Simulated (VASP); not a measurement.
# Ir (Fm-3m) in VASP: settings compared, part 2 of 2

VASP 6.6.1. The steps go on from the part before.

**5. Band structure, PBEsol+U, collinear spin, antiferromagnetic start**

File INCAR:

```
PREC     = Accurate       # precision mode
ENCUT    = 500            # plane-wave cutoff, eV
EDIFF    = 1E-6           # SCF threshold, eV
ISMEAR   = 1              # smearing method
SIGMA    = 0.1            # smearing width, eV
LREAL    = F              # projectors in reciprocal space
LASPH    = T              # aspherical terms in the spheres
NELM     = 60             # most SCF steps
ALGO     = Normal         # electronic algorithm
ISIF     = 2              # what is computed and relaxed
LWAVE    = F              # write WAVECAR
LCHARG   = F              # write CHGCAR
ISPIN    = 2              # spin polarisation
MAGMOM   = 0.6 -0.6       # initial moments
LORBIT   = 11             # projections on sites
LMAXMIX  = 4              # l up to which the mixer works
LDAU     = T              # DFT+U
LDAUTYPE = 2            
LDAUL    = 2              # shell
LDAUU    = 5              # U, eV
LDAUJ    = 0            
LDAUPRINT= 1            
GGA      = PS             # functional
NBANDS   = 20             # bands
```

File KPOINTS:

```
Automatic mesh
0
Gamma
  12 12 12
```

File POSCAR:

```
Ir
1.0
    0.0000000000      1.9156000000      1.9156000000
    1.9156000000      0.0000000000      1.9156000000
    3.8312000000      3.8312000000      0.0000000000
Ir
2
Cartesian
    0.0000000000      0.0000000000      0.0000000000
    1.9156000000      1.9156000000      0.0000000000
```

File KPOINTS_OPT:

```
path GLB1,BZGX,QFP1Z,LP
10
line-mode
reciprocal
 0.0000000000  0.0000000000  0.0000000000  G
 0.0000000000  0.5000000000  0.5000000000  L

 0.0000000000  0.5000000000  0.5000000000  L
-0.3750000000  0.3125000000  0.1250000000  B1

-0.3125000000  0.3125000000  0.5000000000  B
 0.0000000000  0.0000000000  0.5000000000  Z

 0.0000000000  0.0000000000  0.5000000000  Z
 0.0000000000  0.0000000000  0.0000000000  G

 0.0000000000  0.0000000000  0.0000000000  G
-0.3437500000  0.3437500000  0.0000000000  X

-0.3437500000  0.3125000000  0.3125000000  Q
-0.5000000000  0.0000000000  0.0000000000  F

-0.5000000000  0.0000000000  0.0000000000  F
-0.4687500000  0.0000000000  0.1875000000  P1

-0.4687500000  0.0000000000  0.1875000000  P1
 0.0000000000  0.0000000000  0.5000000000  Z

 0.0000000000  0.5000000000  0.5000000000  L
 0.0000000000  0.4687500000  0.8125000000  P
```

The run is started by

```
$ cat potpaw_PBE.64/Ir/POTCAR > POTCAR
$ mpirun -np 1 vasp_std > vasp.out
```

It took 2.3 min on 1 thread of Intel Xeon 6975P-C (Granite Rapids), shared host; peak memory 0.34 GiB.

The run converged, but a check on its numbers failed (symmetry, net force, bounds or a known fault of this set-up), so they aren't taken as properties of the crystal.

Caveat: the result breaks the symmetry of the cell; the PAW data sets were made with another functional, which shifts forces and pressure a little; spin-orbit coupling is left out, which moves the levels of the heavy elements; the U is typed as a test and isn't derived for this compound.

**6. Phonons, PBEsol**

File POSCAR:

```
Ir
1.0
    0.0000000000      1.9156000000      1.9156000000
    1.9156000000      0.0000000000      1.9156000000
    1.9156000000      1.9156000000      0.0000000000
Ir
1
Cartesian
    0.0000000000      0.0000000000      0.0000000000
```

File INCAR.step1:

```
SYSTEM = Ir
ALGO = Normal ; EDIFF = 1E-8
EDIFFG = -0.002 ; ENCUT = 600
GGA = PS ; IBRION = 2
ISIF = 3 ; ISMEAR = 1
LASPH = .True. ; LCHARG = .False.
LREAL = .False. ; LWAVE = .False.
NELM = 60 ; NSW = 40
PREC = Accurate ; SIGMA = 0.1
```

File INCAR.step2:

```
SYSTEM = Ir
ALGO = Normal ; EDIFF = 1E-8
ENCUT = 600 ; GGA = PS
IBRION = 8 ; ISIF = 2
ISMEAR = 1 ; LASPH = .True.
LCHARG = .False. ; LREAL = .False.
LWAVE = .False. ; NELM = 60
NSW = 1 ; PREC = Accurate
SIGMA = 0.1
```

File KPOINTS:

```
k-points
0
Gamma
  9 9 9
  0 0 0
```

Potentials or basis: VASP PAW PBE potentials, release 54 (Ir).

The run is started by

```
$ cat potpaw_PBE.54/Ir/POTCAR > POTCAR
$ cp INCAR.step1 INCAR
$ mpirun -np 1 vasp_std > vasp.out
$ cp CONTCAR POSCAR
$ cp INCAR.step2 INCAR
$ mpirun -np 1 vasp_std > vasp.out
```

OUTCAR:

```text
SYSTEM = Ir
   EDIFF = 1E-8
   ENCUT = 600
   GGA = PS
   IBRION = 8
   ISIF = 2
   ISMEAR = 1
   LASPH = .True.
   LREAL = .False.
   NELM = 60
   NSW = 1
   PREC = Accurate

 ion  position               nearest neighbor table
   1  0.000  0.000  0.000-

  LATTYP: Found a face centered cubic cell.
 ALAT       =     3.8318679031

  Lattice vectors:

 A1 = (   0.0000000000,   1.9159339516,   1.9159339516)
 A2 = (   1.9159339516,   0.0000000000,   1.9159339516)
 A3 = (   1.9159339516,   1.9159339516,   0.0000000000)

Analysis of symmetry for initial positions (statically):
=====================================================================
 Subroutine PRICEL returns:
 Original cell was already a primitive cell.

 Routine SETGRP: Setting up the symmetry group for a
 face centered cubic supercell.

 Subroutine GETGRP returns: Found 48 space group operations
[... 478 lines left out ...]
  ---------------------------------------------------
  free energy    TOTEN  =        -0.16605820 eV

  energy without entropy =       -0.16605820

------------------------ aborting loop because EDIFF is reached ----------------------------------------

 INTERNAL STRAIN TENSOR  FOR ION    1  DIRECTION 1   (eV/Angst):
 -----------------------------------------------------------------------------
     0.01449  0.00000  0.00000
    -0.00000 -0.00028  0.00000
     0.00000  0.00000 -0.00028

 INTERNAL STRAIN TENSOR FOR ION    1 for displacements in x,y,z  (eV/Angst):
          X           Y           Z          XY          YZ          ZX
  --------------------------------------------------------------------------------
  x     0.00000     0.00000     0.00000     0.00000     0.00000     0.00000
  y     0.00000     0.00000     0.00000     0.00000     0.00000     0.00000
  z     0.00000     0.00000     0.00000     0.00000     0.00000     0.00000

 SECOND DERIVATIVES (NOT SYMMETRIZED)
 ------------------------------------
               1X          1Y          1Z
  1X    -0.000923    0.000000    0.000000
  1Y     0.000000   -0.000923    0.000000
  1Z     0.000000    0.000000   -0.000923

 Eigenvectors and eigenvalues of the dynamical matrix
 ----------------------------------------------------

   1 f  =    0.034264 THz     0.215290 2PiTHz    1.142939 cm-1     0.141706 meV
             X         Y         Z           dx          dy          dz
      0.000000  0.000000  0.000000     1.000000    0.000000    0.000000

   2 f  =    0.034264 THz     0.215290 2PiTHz    1.142939 cm-1     0.141706 meV
             X         Y         Z           dx          dy          dz
      0.000000  0.000000  0.000000     0.000000    1.000000    0.000000

   3 f  =    0.034264 THz     0.215290 2PiTHz    1.142939 cm-1     0.141706 meV
             X         Y         Z           dx          dy          dz
      0.000000  0.000000  0.000000     0.000000    0.000000    1.000000

--------------------------------------------------------------------------------------------------------

 ELASTIC MODULI CONTR FROM IONIC RELAXATION (kBar)
 Direction    XX          YY          ZZ          XY          YZ          ZX
 --------------------------------------------------------------------------------
 XX           0.0000      0.0000      0.0000      0.0000      0.0000      0.0000
 YY           0.0000      0.0000      0.0000      0.0000      0.0000      0.0000
 ZZ           0.0000      0.0000      0.0000      0.0000      0.0000      0.0000
 XY           0.0000      0.0000      0.0000      0.0000      0.0000      0.0000
 YZ           0.0000      0.0000      0.0000      0.0000      0.0000      0.0000
 ZX           0.0000      0.0000      0.0000      0.0000      0.0000      0.0000
 --------------------------------------------------------------------------------
```

OUTCAR.step1:

```text
SYSTEM = Ir
   EDIFF = 1E-8
   EDIFFG = -0.002
   ENCUT = 600
   GGA = PS
   IBRION = 2
   ISIF = 3
   ISMEAR = 1
   LASPH = .True.
   LREAL = .False.
[... 550 lines left out ...]
  -------------------------------------------------------------------------------------
  Total        0.0008530      0.0008530      0.0008530      0.0000000      0.0000000      0.0000000
  in kB        0.0971590      0.0971590      0.0971590      0.0000000      0.0000000      0.0000000
  external PRESSURE =       0.0971590 kB  Pullay stress =       0.0000000 kB
[... 16 lines left out ...]
  FREE ENERGIE OF THE ION-ELECTRON SYSTEM (eV)
  ---------------------------------------------------
  free  energy   TOTEN  =        -9.8427229833 eV

  energy  without entropy=       -9.8425775097  energy(sigma->0) =       -9.84267449

 reached required accuracy - stopping structural energy minimisation
```

OSZICAR.step1:

```text
N       E                     dE             d eps       ncg     rms          rms(c)
DAV:   1     0.470794250555E+02    0.47079E+02   -0.49570E+03   560   0.116E+03
DAV:   2    -0.978203930430E+01   -0.56861E+02   -0.55620E+02   568   0.213E+02
DAV:   3    -0.104678959872E+02   -0.68586E+00   -0.68520E+00   784   0.321E+01
[... 22 lines left out ...]
DAV:   3    -0.984272235921E+01    0.23927E-04   -0.11137E-04   632   0.135E-01    0.143E-02
DAV:   4    -0.984272295499E+01   -0.59578E-06   -0.24234E-06   704   0.165E-02    0.790E-04
DAV:   5    -0.984272296623E+01   -0.11237E-07   -0.35076E-08   672   0.212E-03    0.354E-04
DAV:   6    -0.984272298652E+01   -0.20291E-07   -0.47176E-09   472   0.478E-04    0.463E-05
DAV:   7    -0.984272298331E+01    0.32055E-08   -0.20326E-10   288   0.147E-04
   3 F= -.98427230E+01 E0= -.98426745E+01  d E =-.461301E-05
```

Wall time 29 s (1 thread of Intel Xeon 6975P-C (Granite Rapids), shared host); peak memory 0.16 GiB.

What came out:

```
Relaxed volume                         : 14.07 Å³/atom
Relaxed cell                           : a = 2.710 Å, b = 2.710 Å, c = 2.710 Å, α = 60.00°, β = 60.00°, γ = 60.00°
Space group after relaxing (to 0.05 Å) : Fm-3m (No. 225)
```

Final structure:
```xyz
1
Lattice="0.0000 1.9159 1.9159 1.9159 0.0000 1.9159 1.9159 1.9159 0.0000" Properties=species:S:1:pos:R:3 pbc="T T T"
Ir    0.0000    0.0000    0.0000
```

Caveat: the PAW data sets were made with another functional, which shifts forces and pressure a little. The run has no spin-orbit coupling, so splittings on Ir are missing.

**7. The reference run**

An earlier run on the cell as given: functional PBE; potentials or basis VASP PAW PBE potentials, release 64 (Ir); cutoff 520 eV; k mesh 12 × 12 × 12; occupations fermi-dirac, width 0.05 eV; no spin polarisation.

- Pressure: 11.8 GPa
- Band gap on the k mesh: none (metal or under the smearing width)

**8. Summary**

```csv
task,level,potentials or basis,spin,cell,k mesh,cutoff (eV),smearing,supercell matrix,other keys,gap on the mesh (eV),pressure (GPa)
density of states,LAK,"VASP PAW PBE potentials, release 64 (Ir_sv_GW)","collinear, antiferromagnetic start",as given,12 × 12 × 12,600,gaussian 0.05 eV,"[1, 1, 0, -1, 1, 0, 0, 0, 1]",LASPH = no,none,10.6
band structure,PBEsol+rVV10,"VASP PAW PBE potentials, release 64 (Ir)",off,as given,12 × 12 × 12,520,methfessel-paxton 0.2 eV,-,-,-,-0.6
phonons,PBEsol,"VASP PAW PBE potentials, release 54 (Ir)",off,relaxed,9 × 9 × 9,600,methfessel-paxton 0.1 eV,-,-,-,-
single point,PBE,"VASP PAW PBE potentials, release 64 (Ir)",off,as given,12 × 12 × 12,520,fermi-dirac 0.05 eV,-,-,none,11.8
```

Caveats: the PAW data sets were made with another functional, which shifts forces and pressure a little (some runs); spin-orbit coupling is left out, which moves the levels of the heavy elements (some runs).

Absolute energies hang on the potentials; compare differences alone.
